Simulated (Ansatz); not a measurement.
Write the native input for Ansatz 0.2.0 that does the following.

```yaml
Task: single point
Functional: PBEsol
Potentials_or_basis: Ansatz PAW
Cutoff: "420 eV (not typed: the program's choice for these potentials)"
k_mesh: 11 × 11 × 11
Occupations: fermi-dirac, width 0.05 eV
Spin: collinear spin, ferromagnetic start
Starting_moments: "[1.0, 0.0, 0.0] μB"
```

Crystal: NiO2.

```
Ni O
1.0
     1.40213    0.80952    6.97429
    -1.40213    0.80952    6.97429
     0.00000   -1.61904    6.97429
Ni O
1 2
Direct
  0.00000 0.00000 0.00000
  0.37879 0.37879 0.37879
  0.62121 0.62121 0.62121
```

The cell comes from a database or a generator and needn't be the stable form of this composition.

These files were run (other wordings do the same):

input.yaml

```yaml
crystal:
  lattice:
    - [1.4021288975, 0.8095194964, 6.9742947559]
    - [-1.4021288975, 0.8095194964, 6.9742947559]
    - [0.0, -1.6190389928, 6.9742947559]
  atoms:
    - { symbol: Ni, position: [0.0, 0.0, 0.0], spin: 1.0 }
    - { symbol: O, position: [0.378789, 0.378789, 0.378789] }
    - { symbol: O, position: [0.621211, 0.621211, 0.621211] }
hamiltonian:
  xc: pbesol
  pseudopotentials: { kind: paw }
magnetization:
  spin_polarized: true
kpoints:
  mp_grid: { grid: [11, 11, 11] }
scf:
  occupations: { method: fermi_dirac, width: 0.05 }
output:
  forces: true
  stress: true
  eigenvalues: true
  write_density: true
  write_potential: true
  elf: true
  volumetric_format: npy
```

Potentials or basis: Ansatz PAW.

Run with:

```console
$ ansatz run input.yaml --threads 2 --pin off --max-ram 5632MiB --backend cpu --events-out ev --progress --plain --runs-dir out
```

It gave:

The pressure is -3.8 GPa and the largest force is 0.502 eV/Å. The band gap on the k mesh is 1.25 eV, indirect (least direct gap 1.52 eV). The net moment is 0.00 μB per cell. The absolute moment is 0.00 μB per cell.

Caveat: odd divisions of the mesh miss points on the zone boundary, where band edges often lie, so the gap on the mesh can be too wide; the pressure holds a Pulay correction of +0.6 GPa for the finite cutoff; the PAW data sets come from PBE, with cores solved anew for the run's functional, which leaves a small shift of forces and pressure; the starting moments weren't kept.

Run time: 29 s on 2 threads of Intel(R) Xeon(R) Processor @ 2.50GHz (Skylake/Cascade Lake), on a shared host, peak memory 0.52 GiB.
